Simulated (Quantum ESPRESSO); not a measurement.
PbS:

```
Pb S
1.0
     2.11266    1.21975    3.45192
    -2.11266    1.21975    3.45192
     0.00000   -2.43949    3.45192
Pb S
1 1
Direct
  0.98057 0.98057 0.98057
  0.47504 0.47504 0.47504
```

The cell is a database's computed one.

```yaml
Program: Quantum ESPRESSO 7.5
Task: single point
Functional: PBE
Potentials_or_basis: SSSP 1.3 efficiency PBE
Cutoff: 748 eV
Density_cutoff: 5987 eV
k_mesh: 8 × 8 × 8
Occupations: fermi-dirac, width 0.05 eV
Spin: no spin polarisation
```

On this cell: pressure 0.9 GPa; largest force 0.021 eV/Å; band gap on the k mesh 0.47 eV, direct.

The same run follows on a disturbed copy (atoms moved at random, drawn with an rms of 0.05 Å):

```
Pb S
1.0
     2.11266    1.21975    3.45192
    -2.11266    1.21975    3.45192
     0.00000   -2.43949    3.45192
Pb S
1 1
Direct
  0.98892 0.97674 0.98424
  0.49037 0.47636 0.46869
```

Task: What changes?

Result: The energy moves by +0.1 meV/atom; pressure 0.9 GPa; largest force 0.024 eV/Å; band gap on the k mesh 0.46 eV, direct.

Forces in eV/Å, atoms in the order of the input:
```
Pb   0.002  0.015 -0.019
S   -0.002 -0.015  0.019
```

Caveats: spin-orbit coupling is left out, which as a rule narrows the gap of such compounds by several tenths of an eV.

A k mesh can miss the band edges.
